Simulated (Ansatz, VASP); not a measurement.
# One calculation of MoS2, two programs

File INCAR:

```
ALGO     = Normal         # electronic algorithm
EDIFF    = 1E-7           # SCF threshold, eV
ENCUT    = 520            # plane-wave cutoff, eV
GGA      = PS             # functional
ISIF     = 2              # what is computed and relaxed
ISMEAR   = -1             # smearing method
LASPH    = T              # aspherical terms in the spheres
LCHARG   = F              # write CHGCAR
LREAL    = F              # projectors in reciprocal space
LWAVE    = F              # write WAVECAR
NBANDS   = 20             # bands
NELM     = 60             # most SCF steps
PREC     = Accurate       # precision mode
SIGMA    = 0.05           # smearing width, eV
```

File KPOINTS:

```
k-points
0
Gamma
  10 10 2
```

Contents of POSCAR:

```
MoS2
1.0
    3.1841260822      0.0000000000      0.0000000000
   -1.5920630411      2.7575340760      0.0000000000
    0.0000000000      0.0000000000     17.3345999500
Mo S
1 2
Direct
    0.0028990000     -0.0138400000     -0.0004740000
    0.3313860000      0.6610750000      0.9105550000
    0.3217360000      0.6551810000      0.0895260000
```

input.yaml

```yaml
crystal:
  lattice:
    - [3.1841260822, 0.0, 0.0]
    - [-1.5920630411, 2.757534076, 0.0]
    - [0.0, 0.0, 17.33459995]
  atoms:
    - { symbol: Mo, position: [0.002899, -0.01384, -0.000474] }
    - { symbol: S, position: [0.331386, 0.661075, 0.910555] }
    - { symbol: S, position: [0.321736, 0.655181, 0.089526] }
hamiltonian:
  xc: pbesol
  pseudopotentials: { kind: paw }
kpoints:
  mp_grid: { grid: [10, 10, 2] }
scf:
  occupations: { method: fermi_dirac, width: 0.05 }
output:
  forces: true
  stress: true
  eigenvalues: true
  write_density: true
  write_potential: true
  elf: true
  volumetric_format: npy
```

Change from the starting cell: atoms moved at random, drawn with an rms of 0.05 Å.

Alike in both runs: task single point; functional PBEsol; k mesh 10 × 10 × 2; occupations fermi-dirac, width 0.05 eV; no spin polarisation.

|  | VASP | Ansatz |
| --- | --- | --- |
| version | VASP 6.6.1 | Ansatz 0.2.0 |
| potentials or method | VASP PAW PBE potentials, release 64 (Mo_sv, S) | Ansatz PAW |
| plane-wave cutoff (eV) | 520 | 420 |
| valence electrons in the cell | 26 | 26 |

```tsv
	VASP	Ansatz	Ansatz less VASP
gap on the k mesh at the Fermi level (eV)	1.73	1.72	-0.012
least direct gap on the mesh (eV)	1.92	1.91	-0.005
rms of the force components (eV/Å)	0.366	0.367	+0.0003
```

Atom by atom the forces differ by 0.001 eV/Å (rms over components).

Caveats: the PAW data sets were made with another functional, which shifts forces and pressure a little (VASP); the PAW data sets come from PBE, with cores solved anew for the run's functional, which leaves a small shift of forces and pressure (Ansatz).
